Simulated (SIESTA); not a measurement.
W in SIESTA: convergence with basis size

Input of the first run (basis size SZ); the others differ in this setting and in those tied to it:

File W.fdf:

```
SystemName                      Tungsten
SystemLabel                     W
NumberOfSpecies                 1
NumberOfAtoms                   1
%block ChemicalSpeciesLabel
  1  74 W
%endblock ChemicalSpeciesLabel

LatticeConstant                 1.0 Ang
%block LatticeVectors
    -1.5448010000     1.6150760000     1.6310250000
     1.5711460000    -1.5452470000     1.5875410000
     1.5456960000     1.5461430000    -1.5611960000
%endblock LatticeVectors
AtomicCoordinatesFormat         Fractional
%block AtomicCoordinatesAndAtomicSpecies
     0.0109310000     0.0077030000     0.0229730000  1  W
%endblock AtomicCoordinatesAndAtomicSpecies

%block kgrid.MonkhorstPack
    9   0   0  0.0
    0   9   0  0.0
    0   0   9  0.0
%endblock kgrid.MonkhorstPack
XC.Functional                   GGA
XC.Authors                      PBE
PAO.BasisSize                   SZ
PAO.EnergyShift                 0.003 Ry
Mesh.Cutoff                     800 Ry
OccupationFunction              FD
ElectronicTemperature           0.05 eV
MaxSCFIterations                120
SCF.MustConverge                false
SCF.Mixer.Method                Pulay
SCF.Mixer.Weight                0.25
SCF.Mixer.History               8
SCF.DM.Tolerance                5.0e-05
SCF.H.Tolerance                 1.0e-03 eV
WriteForces                     true
Charge.Mulliken                 end
```

Potentials or basis: PseudoDojo 0.4 standard (PBE files), SZ (energy shift 0.003 Ry).

Command:

```sh
$ siesta < W.fdf > W.out 2>&1
```

The cell isn't the ideal one: cell strained at random at fixed volume.

Hardware: 1 thread of Arm Neoverse V2, on a shared host.

```
basis size  energy less the tightest run, at zero smearing (meV/atom)  pressure (GPa)  SCF cycles  CPU time (s)  peak memory (GiB)
        SZ                                                    2411.37           -4.57           6           6.1               0.17
       SZP                                                     231.37           13.71           8            14               0.19
        DZ                                                     151.62            7.20           8            13               0.19
       DZP                                                      53.15           10.10           7            19                0.2
      DZDP                                                      34.74           10.45           7            25               0.22
       TZP                                                      27.02            9.52           7            28               0.22
      TZDP                                                      10.44            9.64           7            37               0.23
      TZTP                                                       0.00            9.70           7            49               0.25
```

Against the tightest run, the pressure stays within 0.1 GPa from TZDP on. Not settled before the last step: the energy (to 1 meV/atom). The tightest run that finished is the yardstick and may itself not be fully converged.

Caveat, for the tightest run too: short orbitals over semicore shells can move pressures by several GPa; the basis of atomic orbitals isn't converged, which shifts pressures, moduli and gaps. Spin-orbit coupling is left out, which matters for the levels of W.
